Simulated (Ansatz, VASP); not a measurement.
AlN: VASP beside Ansatz

```
CELL_PARAMETERS angstrom
1.64160 -2.62655 0.00000
1.64160 2.62655 0.00000
0.00000 0.00000 4.26815
ATOMIC_POSITIONS crystal
Al 0.99050 0.00950 0.00855
Al 0.64731 0.35269 0.50855
N 0.99447 0.00553 0.46145
N 0.64335 0.35665 0.96145
```

Alike in both runs: functional PBEsol; k mesh 9 × 9 × 7; no spin polarisation.

Ansatz relaxed the structure, and its values are those at the end. VASP's run is a single point on that final structure, the one shown.

```csv
,VASP,Ansatz
version,VASP 6.6.1,Ansatz 0.2.0
potentials or method,"VASP PAW PBE potentials, release 64 (Al, N)","scalar-relativistic, plane waves, PAW"
plane-wave cutoff (eV),520,520
occupations,"gaussian, width 0.01 eV",fixed
valence electrons in the cell,16,16
```

Ansatz gave:

```
gap on the k mesh at the Fermi level (eV) : 3.77
least direct gap on the mesh (eV)         : 3.83
pressure (GPa)                            : 20.0
```

Task: Which values does VASP return?

Result: gap on the k mesh at the Fermi level (eV): 3.75; least direct gap on the mesh (eV): 3.85; pressure (GPa): 20.0.

Caveats: so large a pressure means that the cell lies far from this level's equilibrium, or that cutoff or potentials fall short (VASP); the potentials were made for another functional, which shifts forces and pressure (VASP); an odd mesh through Γ misses points on the zone boundary, where band edges often lie. Expect the measured gap to be larger: semilocal functionals such as PBEsol lack the derivative discontinuity.
